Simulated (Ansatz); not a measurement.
# HgTe (Coloradoite) (F-43m) in Ansatz: further runs

One crystal, HgTe (Coloradoite), is run at these levels: SVWN5, PBE; tasks: band structure, single point, equation of state.

Program: Ansatz 0.2.0. These are calculated values, not measurements. Logs are shortened: lines on timing, memory, paths and dates and some standing lists are left out, and cuts for length are marked.

## 1. The structure

The structure is cubic, space group F-43m (No. 216). Conventional cell: a = 6.429 Å, b = 6.429 Å, c = 6.429 Å, α = 90.00°, β = 90.00°, γ = 90.00°. Around Hg (site symmetry -43m) lie 4 Te at 2.78 Å. Te (site symmetry -43m) has 4 Hg at 2.78 Å as nearest neighbours.

## 2. Band structure, SVWN5

File input.yaml:

```yaml
crystal:
  lattice:
    - [0.0, 3.2145, 3.2145]
    - [3.2145, 0.0, 3.2145]
    - [3.2145, 3.2145, 0.0]
  atoms:
    - { symbol: Hg, position: [0.0, 0.0, 0.0] }
    - { symbol: Te, position: [0.75, 0.75, 0.75] }
hamiltonian:
  xc: { exchange: slater, correlation: vwn5 }
  pseudopotentials: { kind: paw }
kpoints:
  mp_grid: { grid: [7, 7, 7] }
  band_path:
    path:
      - [[0.0, 0.0, 0.0], [0.5, 0.0, 0.5], [0.5, 0.25, 0.75], [0.375, 0.375, 0.75], [0.0, 0.0, 0.0], [0.5, 0.5, 0.5], [0.625, 0.25, 0.625], [0.5, 0.25, 0.75], [0.5, 0.5, 0.5], [0.375, 0.375, 0.75]]
      - [[0.625, 0.25, 0.625], [0.5, 0.0, 0.5]]
    npoints: 14
scf:
  occupations: { method: fermi_dirac, width: 0.05 }
  n_extra_bands: 6
output:
  forces: true
  stress: true
  eigenvalues: true
  fatbands: true
```

Potentials or basis: Ansatz PAW.

Launch:

```console
$ ansatz run input.yaml --threads 2 --pin off --max-ram 5120MiB --backend cpu --events-out ev --progress --plain --runs-dir out
```

What it wrote:

```text
Warning: RAYON_NUM_THREADS=2 ignored (pool sized by the plan → 2); use --threads N
scf.n_extra_bands = 6 over 18 filled bands (N_el = 36.0): the run solves 24 bands
Engine: ansatz 0.2.0, x86_64-unknown-linux-gnu
Pseudopotentials: kind: paw
Pseudopotential: Hg, paw, valence charge 20, recommended cutoff 420 eV (normal), Hg.paw.azcp
Pseudopotential: Te, paw, valence charge 16, recommended cutoff 420 eV (normal), Te.paw.azcp
Functional definition: unnamed
  exchange = slater_x
  correlation = vwn5_c
Crystal: 2 atoms, lattice volume = 66.431 Å³
Basis set: ecut = 420 eV, 1291 PW (Γ)
Bands: 24, of which v1, the nominal top of the filled ones, is band 18 counted from 1 (17 counted from 0)
Symmetry: 24 space group operations
Space group: F-43m (ITA 216), of the structure as read, at distance tolerance 4.1e-5 Å
k-points: 20 of 343 (time reversal used)
Non-local potential: Hg, projectors of the file, l = 0: 3, l = 1: 2, l = 2: 2, l = 3: 1
Non-local potential: Te, projectors of the file, l = 0: 2, l = 1: 2, l = 2: 2, l = 3: 2
PAW form: soft (Blöchl's): semilocal exchange-correlation on the pseudo side does not see the compensation charge
PAW frozen core: Hg, regenerated for the run's functional, and the local potential with it (the file was generated under x = pbe(κ = 0.804, μ = 0.2195149727645171), c = pbe(β = 0.06672455060314922))
PAW frozen core: Te, regenerated for the run's functional, and the local potential with it (the file was generated under x = pbe(κ = 0.804, μ = 0.2195149727645171), c = pbe(β = 0.06672455060314922))
PAW one-centre angular grid: Hg, 590 points (default); XC on 64 Gauss nodes
PAW one-centre angular grid: Te, 590 points (default); XC on 64 Gauss nodes
Initial density: superposition of atomic densities (neutral atoms: chi_scale 0, normalization atom), corrected by the library's trained network
Initial wavefunctions: pseudopotential atomic-orbital guess
Functional: x = slater, c = vwn5
SCF iter   1: F=—  HF=-20351.380914 eV  |F-HF|=—  |Δ(HF+E_count)|=         —  Δρ=4.41e-3  dr2=8.15e-3  ethr=1.77e-3  ⟨swp⟩=6.0  Hψ=2292  notcnv=0  defer=3
preconditioner: auto → none  [insulator: Δε(μ)=0.570 eV  Ē_g=12.030 eV  σ=0.050 eV  W_gap=0.69  n_scr=14 (ndim 8)  ℏωp=19.3 eV  f_vac=0.179  D(μ)=0.08/eV (n_scr^D=0)  ε∞_Penn≈3.6]
SCF iter   2: F=—  HF=-20351.378098 eV  |F-HF|=—  |Δ(HF+E_count)|=   2.82e-3  Δρ=1.87e-3  dr2=8.03e-4  ethr=2.26e-5  ⟨swp⟩=2.0  Hψ=998  notcnv=0  defer=22
SCF iter   3: F=—  HF=-20351.378121 eV  |F-HF|=—  |Δ(HF+E_count)|=   2.30e-5  Δρ=6.52e-4  dr2=1.08e-4  ethr=2.23e-6  ⟨swp⟩=1.0  Hψ=454  notcnv=0  defer=22
SCF iter   4: F=—  HF=-20351.378127 eV  |F-HF|=—  |Δ(HF+E_count)|=   6.53e-6  Δρ=5.68e-5  dr2=2.71e-6  ethr=2.99e-7  ⟨swp⟩=1.1  Hψ=456  notcnv=0  defer=22
SCF iter   5: F=—  HF=-20351.378131 eV  |F-HF|=—  |Δ(HF+E_count)|=   3.23e-6  Δρ=1.60e-5  dr2=1.48e-7  ethr=7.52e-9  ⟨swp⟩=2.0  Hψ=618  notcnv=0  defer=22
SCF iter   6: F=-20351.378131 eV  HF=-20351.378131 eV  |F-HF|=1.04e-9  |Δ(HF+E_count)|=   2.42e-8  Δρ=3.65e-6  dr2=5.00e-9  ethr=2.78e-10  ⟨swp⟩=9.2  Hψ=2195  notcnv=0
SCF 1 converged in 6 iterations: F = -20351.378131 eV  dr2 = 5.00e-9
NSCF: frozen V_eff on 142 k-points
SCF converged after 6 iterations
Free energy (F): -20351.378131 eV
Harris-Foulkes:  -20351.378131 eV  (|F-HF|=1.04e-9)
Internal energy: -20351.377446 eV  (E = F + TS)
E sigma→0 (E₀):  -20351.377788 eV
Entropy (-TS):   -0.000685 eV (-0.342 meV/atom)
Fermi energy:    8.704763 eV
--- Per-component energies (eV) ---
  E_band       = -776.458903
  E_kinetic    = 786.216281
  E_local      = -4782.533612  (includes V_loc(G=0)·N_el)
  E_nonlocal   = -224.438888
  E_hartree    = 2320.622643
  E_xc         = -342.968771
  E_vxc        = -367.091513  (∫ρ·V_xc dr)
  E_paw        = -14166.476416  (= ΣΔE_a)
  E_vpaw       = -829.860788  (= ΣTr[D̂ρ^β])
  E_aug_tail   = 0.000658  (compensation charges beyond the density's cutoff)
  E_ewald      = -3943.057611
  E_core_change = 1.258270  (= ΣΔE_core)
  E_smearing   = -0.000685  (= −TS)
  E_closure    = 0.000000  (closes the sum)
  Σ components = -20351.378131   (vs F -20351.378131, Δ=0.00e0)
--- Forces (eV/Å), atoms counted from 1 ---
  atom   1  Hg    -0.00000000     0.00000000     0.00000000
  atom   2  Te     0.00000000    -0.00000000    -0.00000000
  max |Σ_I F_I| component: 9.95e-17 eV/Å
--- Stress (GPa, compression-positive) ---
        0.126644       0.000000      -0.000000
       -0.000000       0.126644       0.000000
       -0.000000       0.000000       0.126644
  P = ⅓ Tr σ = 0.1266 GPa (1.266 kbar)
--- Band table (eV; the first three rows and the last of 20) ---
  k-point 0: bands = ["-106.4884", "-54.7914", "-54.7914", "-54.7914", "-28.0510", "-28.0510", "-28.0510", "-28.0412", "-28.0412", "-3.5289", "1.2263", "1.2263", "1.2263", "1.7798", "1.7798", "7.7777", "8.6644", "8.6644", "8.6644", "12.8258", "12.8258", "12.8258", "14.8782", "18.3580"]
  k-point 1: bands = ["-106.4884", "-54.7914", "-54.7914", "-54.7914", "-28.0511", "-28.0510", "-28.0510", "-28.0412", "-28.0412", "-3.4258", "1.2549", "1.2549", "1.2620", "1.7769", "1.7769", "6.4994", "8.4324", "8.4324", "9.3158", "12.7334", "13.1258", "13.1258", "16.0444", "17.3236"]
  k-point 2: bands = ["-106.4884", "-54.7915", "-54.7914", "-54.7914", "-28.0513", "-28.0509", "-28.0509", "-28.0411", "-28.0411", "-3.1796", "1.3129", "1.3129", "1.4449", "1.7807", "1.7807", "4.7591", "7.9896", "7.9896", "9.3940", "13.5525", "13.5525", "13.8095", "16.1056", "17.2850"]
  k-point 19: bands = ["-106.4884", "-54.7915", "-54.7915", "-54.7915", "-28.0514", "-28.0510", "-28.0505", "-28.0411", "-28.0408", "-2.7429", "1.4383", "1.4991", "1.7067", "1.7638", "2.3413", "3.0617", "5.6823", "6.4273", "11.4362", "12.9782", "14.2274", "15.1287", "17.2808", "18.7720"]
```

It took 7.3 s on 2 threads of Intel Xeon at 2.60GHz (Ice Lake), shared host; peak memory 0.45 GiB.

Results:

```yaml
Free_energy: -20351.3781 eV
Pressure: 0.1 GPa
Band_gap_on_the_k_mesh: none (metal or under the smearing width)
```

Levels at the corners of the path, in eV from the Fermi level:
```
point  band 15  band 16  band 17  band 18  band 19  band 20  band 21  band 22
    Γ    -6.92    -0.93    -0.04    -0.04    -0.04     4.12     4.12     4.12
    X    -6.47    -5.61    -2.40    -2.40     1.77     2.26     8.02     8.80
    W    -6.29    -5.72    -2.82    -2.69     3.06     4.46     5.13     6.00
    K    -6.38    -5.65    -3.07    -2.00     2.11     3.87     6.87     7.12
    Γ    -6.92    -0.93    -0.04    -0.04    -0.04     4.12     4.12     4.12
    L    -6.62    -5.70    -1.07    -1.07     0.53     4.94     4.94     6.57
    U    -6.38    -5.65    -3.07    -2.00     2.11     3.87     6.87     7.12
    W    -6.29    -5.72    -2.82    -2.69     3.06     4.46     5.13     6.00
    L    -6.62    -5.70    -1.07    -1.07     0.53     4.94     4.94     6.57
    K    -6.38    -5.65    -3.07    -2.00     2.11     3.87     6.87     7.12
    U    -6.38    -5.65    -3.07    -2.00     2.11     3.87     6.87     7.12
    X    -6.47    -5.61    -2.40    -2.40     1.77     2.26     8.02     8.80
```

Caveat: spin-orbit coupling is left out, which moves the levels of the heavy elements; the PAW data sets come from PBE, with cores solved anew for the run's functional, which leaves a small shift of forces and pressure.

## 3. Single point, PBE, 31.22 Å³/atom (volume scaled by 0.94)

File input.yaml:

```yaml
crystal:
  lattice:
    - [0.0, 3.1488795465, 3.1488795465]
    - [3.1488795465, 0.0, 3.1488795465]
    - [3.1488795465, 3.1488795465, 0.0]
  atoms:
    - { symbol: Hg, position: [0.0, 0.0, 0.0] }
    - { symbol: Te, position: [0.75, 0.75, 0.75] }
hamiltonian:
  xc: pbe
  pseudopotentials: { kind: paw, core: small }
kpoints:
  mp_grid: { grid: [7, 7, 7] }
scf:
  occupations: { method: fermi_dirac, width: 0.05 }
output:
  forces: true
  stress: true
  eigenvalues: true
```

Potentials or basis: Ansatz PAW.

Launch:

```console
$ ansatz run input.yaml --threads 2 --pin off --max-ram 5120MiB --backend cpu --events-out ev --progress --plain --runs-dir out
```

What it wrote:

```text
Warning: RAYON_NUM_THREADS=2 ignored (pool sized by the plan → 2); use --threads N
Engine: ansatz 0.2.0, x86_64-unknown-linux-gnu
Pseudopotentials: kind: paw
Pseudopotential: Hg, paw, valence charge 20, recommended cutoff 420 eV (normal), Hg.paw.azcp
Pseudopotential: Te, paw, valence charge 16, recommended cutoff 420 eV (normal), Te.paw.azcp
Functional definition: PBE
  parameter kappa = 0.804
  parameter beta = 0.06672455060314922
  exchange = pbe_x(kappa = kappa, mu = beta*pi^2/3)
  correlation = pbe_c(beta = beta)
Crystal: 2 atoms, lattice volume = 62.445 Å³
Basis set: ecut = 420 eV, 1243 PW (Γ), exchange–correlation on 60×60×60 points (8 copies of the dense FFT grid, shifted against one another)
Bands: 22, of which v1, the nominal top of the filled ones, is band 18 counted from 1 (17 counted from 0)
Symmetry: 24 space group operations
Space group: F-43m (ITA 216), of the structure as read, at distance tolerance 4.0e-5 Å
k-points: 20 of 343 (time reversal used)
Non-local potential: Hg, projectors of the file, l = 0: 3, l = 1: 2, l = 2: 2, l = 3: 1
Non-local potential: Te, projectors of the file, l = 0: 2, l = 1: 2, l = 2: 2, l = 3: 2
PAW form: soft (Blöchl's): semilocal exchange-correlation on the pseudo side does not see the compensation charge
PAW one-centre angular grid: Hg, 590 points (default); XC on 64 Gauss nodes
PAW one-centre angular grid: Te, 590 points (default); XC on 64 Gauss nodes
Initial density: superposition of atomic densities (neutral atoms: chi_scale 0, normalization atom), corrected by the library's trained network
Initial wavefunctions: pseudopotential atomic-orbital guess
Functional: x = pbe(κ = 0.804, μ = 0.2195149727645171), c = pbe(β = 0.06672455060314922)
[... 15 lines left out ...]
Entropy (-TS):   -0.000633 eV (-0.317 meV/atom)
Fermi energy:    10.104224 eV
--- Per-component energies (eV) ---
  E_band       = -735.995867
  E_kinetic    = 786.803511
  E_local      = -4632.816409  (includes V_loc(G=0)·N_el)
  E_nonlocal   = -238.173916
  E_hartree    = 2268.485069
  E_xc         = -345.976860
  E_vxc        = -368.201414  (∫ρ·V_xc dr)
  E_paw        = -14606.586635  (= ΣΔE_a)
  E_vpaw       = -820.576438  (= ΣTr[D̂ρ^β])
  E_aug_tail   = 0.000737  (compensation charges beyond the density's cutoff)
  E_ewald      = -4025.228181
  E_smearing   = -0.000633  (= −TS)
  E_closure    = 0.000000  (closes the sum)
  Σ components = -20793.493317   (vs F -20793.493317, Δ=0.00e0)
--- Forces (eV/Å), atoms counted from 1 ---
  atom   1  Hg    -0.00000000    -0.00000000     0.00000000
  atom   2  Te     0.00000000     0.00000000     0.00000000
  max |Σ_I F_I| component: 8.79e-17 eV/Å
--- Stress (GPa, compression-positive) ---
        8.577536       0.000000      -0.000000
       -0.000000       8.577536       0.000000
       -0.000000       0.000000       8.577536
  P = ⅓ Tr σ = 8.5775 GPa (85.775 kbar)
--- Band table (eV; the first three rows and the last of 20) ---
  k-point 0: bands = ["-105.2002", "-53.6606", "-53.6606", "-53.6606", "-26.9292", "-26.9292", "-26.9292", "-26.9175", "-26.9175", "-2.5231", "2.2207", "2.2207", "2.2207", "2.8509", "2.8509", "9.5422", "10.0665", "10.0665", "10.0665", "14.1589", "14.1589", "14.1589"]
  k-point 1: bands = ["-105.2002", "-53.6606", "-53.6606", "-53.6606", "-26.9293", "-26.9291", "-26.9291", "-26.9175", "-26.9175", "-2.4069", "2.2532", "2.2532", "2.2576", "2.8474", "2.8474", "7.9679", "9.8021", "9.8021", "10.8962", "14.1867", "14.4882", "14.4882"]
  k-point 2: bands = ["-105.2002", "-53.6607", "-53.6606", "-53.6606", "-26.9296", "-26.9290", "-26.9290", "-26.9174", "-26.9174", "-2.1286", "2.3190", "2.3190", "2.4551", "2.8519", "2.8519", "6.0261", "9.3045", "9.3045", "10.9460", "14.9451", "14.9451", "15.4486"]
  k-point 19: bands = ["-105.2002", "-53.6608", "-53.6607", "-53.6607", "-26.9299", "-26.9293", "-26.9286", "-26.9174", "-26.9170", "-1.6328", "2.4541", "2.5339", "2.7661", "2.8290", "3.5109", "4.1570", "6.7724", "7.5843", "13.0000", "14.4712", "15.7618", "16.6158"]
```

Wall time 1.2 s (2 threads of Intel Xeon at 2.60GHz (Ice Lake), shared host); peak memory 0.4 GiB.

What came out:

```
Free energy            : -20793.4933 eV
Pressure               : 8.6 GPa
Band gap on the k mesh : none (metal or under the smearing width)
```

## 4. Single point, PBE, 31.89 Å³/atom (volume scaled by 0.96)

Edit input.yaml of step 3 so:

```diff
@@ -2,5 +2,5 @@
   lattice:
-    - [0.0, 3.1488795465, 3.1488795465]
-    - [3.1488795465, 0.0, 3.1488795465]
-    - [3.1488795465, 3.1488795465, 0.0]
+    - [0.0, 3.1710554852, 3.1710554852]
+    - [3.1710554852, 0.0, 3.1710554852]
+    - [3.1710554852, 3.1710554852, 0.0]
   atoms:
@@ -19 +19,5 @@
   eigenvalues: true
+  write_density: true
+  write_potential: true
+  elf: true
+  volumetric_format: npy
```

Launch:

```console
$ ansatz run input.yaml --threads 2 --pin off --max-ram 5120MiB --backend cpu --events-out ev --progress --plain --runs-dir out
```

It took 1.4 s on 2 threads of Intel Xeon at 2.60GHz (Ice Lake), shared host; peak memory 0.4 GiB.

It converged, with:

```
Free energy            : -20793.5581 eV
Pressure               : 7.1 GPa
Band gap on the k mesh : none (metal or under the smearing width)
```

## 5. Single point, PBE, 32.55 Å³/atom (volume scaled by 0.98)

File input.yaml:

```yaml
crystal:
  lattice:
    - [0.0, 3.1929255244, 3.1929255244]
    - [3.1929255244, 0.0, 3.1929255244]
    - [3.1929255244, 3.1929255244, 0.0]
  atoms:
    - { symbol: Hg, position: [0.0, 0.0, 0.0] }
    - { symbol: Te, position: [0.75, 0.75, 0.75] }
hamiltonian:
  xc: pbe
  pseudopotentials: { kind: paw, core: small }
kpoints:
  mp_grid: { grid: [7, 7, 7] }
scf:
  occupations: { method: fermi_dirac, width: 0.05 }
output:
  forces: true
  stress: true
  eigenvalues: true
```

Launch:

```console
$ ansatz run input.yaml --threads 2 --pin off --max-ram 5120MiB --backend cpu --events-out ev --progress --plain --runs-dir out
```

Wall time 1.3 s (2 threads of Intel Xeon at 2.60GHz (Ice Lake), shared host); peak memory 0.37 GiB.

It converged, with:

- Free energy: -20793.6113 eV
- Pressure: 5.8 GPa
- Band gap on the k mesh: none (metal or under the smearing width)

## 6. Single point, PBE, 33.22 Å³/atom

Edit input.yaml of step 5 so:

```diff
@@ -2,5 +2,5 @@
   lattice:
-    - [0.0, 3.1929255244, 3.1929255244]
-    - [3.1929255244, 0.0, 3.1929255244]
-    - [3.1929255244, 3.1929255244, 0.0]
+    - [0.0, 3.2145, 3.2145]
+    - [3.2145, 0.0, 3.2145]
+    - [3.2145, 3.2145, 0.0]
   atoms:
```

Potentials or basis: Ansatz PAW.

Launch:

```console
$ ansatz run input.yaml --threads 2 --pin off --max-ram 5120MiB --backend cpu --events-out ev --progress --plain --runs-dir out
```

It took 1.2 s on 2 threads of Intel Xeon at 2.60GHz (Ice Lake), shared host; peak memory 0.4 GiB.

The run converged. Its results:

```
Free energy            : -20793.6539 eV
Pressure               : 4.6 GPa
Band gap on the k mesh : none (metal or under the smearing width)
```

## 7. Single point, PBE, 33.88 Å³/atom (volume scaled by 1.02)

Edit input.yaml of step 6 so:

```diff
@@ -2,5 +2,5 @@
   lattice:
-    - [0.0, 3.2145, 3.2145]
-    - [3.2145, 0.0, 3.2145]
-    - [3.2145, 3.2145, 0.0]
+    - [0.0, 3.2357886999, 3.2357886999]
+    - [3.2357886999, 0.0, 3.2357886999]
+    - [3.2357886999, 3.2357886999, 0.0]
   atoms:
```

Launch:

```console
$ ansatz run input.yaml --threads 2 --pin off --max-ram 5120MiB --backend cpu --events-out ev --progress --plain --runs-dir out
```

Run time: 1.2 s. Hardware: 2 threads of Intel Xeon at 2.60GHz (Ice Lake), shared host; peak memory 0.41 GiB.

The run converged. Its results:

- Free energy: -20793.6872 eV
- Pressure: 3.5 GPa
- Band gap on the k mesh: none (metal or under the smearing width)

## 8. Single point, PBE, 34.54 Å³/atom (volume scaled by 1.04)

Edit input.yaml of step 7 so:

```diff
@@ -2,5 +2,5 @@
   lattice:
-    - [0.0, 3.2357886999, 3.2357886999]
-    - [3.2357886999, 0.0, 3.2357886999]
-    - [3.2357886999, 3.2357886999, 0.0]
+    - [0.0, 3.2568009036, 3.2568009036]
+    - [3.2568009036, 0.0, 3.2568009036]
+    - [3.2568009036, 3.2568009036, 0.0]
   atoms:
@@ -19 +19,5 @@
   eigenvalues: true
+  write_density: true
+  write_potential: true
+  elf: true
+  volumetric_format: npy
```

Launch:

```console
$ ansatz run input.yaml --threads 2 --pin off --max-ram 5120MiB --backend cpu --events-out ev --progress --plain --runs-dir out
```

Run time: 1.7 s. Hardware: 2 threads of Intel Xeon at 2.60GHz (Ice Lake), shared host; peak memory 0.42 GiB.

It converged, with:

```
Free energy            : -20793.7122 eV
Pressure               : 2.5 GPa
Band gap on the k mesh : none (metal or under the smearing width)
```

## 9. Single point, PBE, 35.21 Å³/atom (volume scaled by 1.06)

File input.yaml:

```yaml
crystal:
  lattice:
    - [0.0, 3.2775454177, 3.2775454177]
    - [3.2775454177, 0.0, 3.2775454177]
    - [3.2775454177, 3.2775454177, 0.0]
  atoms:
    - { symbol: Hg, position: [0.0, 0.0, 0.0] }
    - { symbol: Te, position: [0.75, 0.75, 0.75] }
hamiltonian:
  xc: pbe
  pseudopotentials: { kind: paw, core: small }
kpoints:
  mp_grid: { grid: [7, 7, 7] }
scf:
  occupations: { method: fermi_dirac, width: 0.05 }
output:
  forces: true
  stress: true
  eigenvalues: true
```

Potentials or basis: Ansatz PAW.

Launch:

```console
$ ansatz run input.yaml --threads 2 --pin off --max-ram 5120MiB --backend cpu --events-out ev --progress --plain --runs-dir out
```

Run time: 1.2 s. Hardware: 2 threads of Intel Xeon at 2.60GHz (Ice Lake), shared host; peak memory 0.41 GiB.

It converged, with:

| Quantity | Value |
| --- | --- |
| Free energy | -20793.7297 eV |
| Pressure | 1.7 GPa |
| Band gap on the k mesh | none (metal or under the smearing width) |

## 10. Equation of state, PBE

Potentials or basis: Ansatz PAW small core.

No new run: the results of the series are fitted here.

What came out:

```yaml
Equilibrium_volume: "36.80 Å³/atom (rough: see the caveat)"
Bulk_modulus: 34 GPa (rough)
```

Energy against volume, from the lowest point:
```
volume (Å³/atom)  energy (meV/atom)
          31.223             118.19
          31.887              85.77
          32.551              59.21
          33.215              37.89
          33.880              21.23
          34.544               8.74
          35.208               0.00
```

Caveat: the minimum lies outside the volumes run. The run has no spin-orbit coupling, so splittings on Hg, Te are missing.
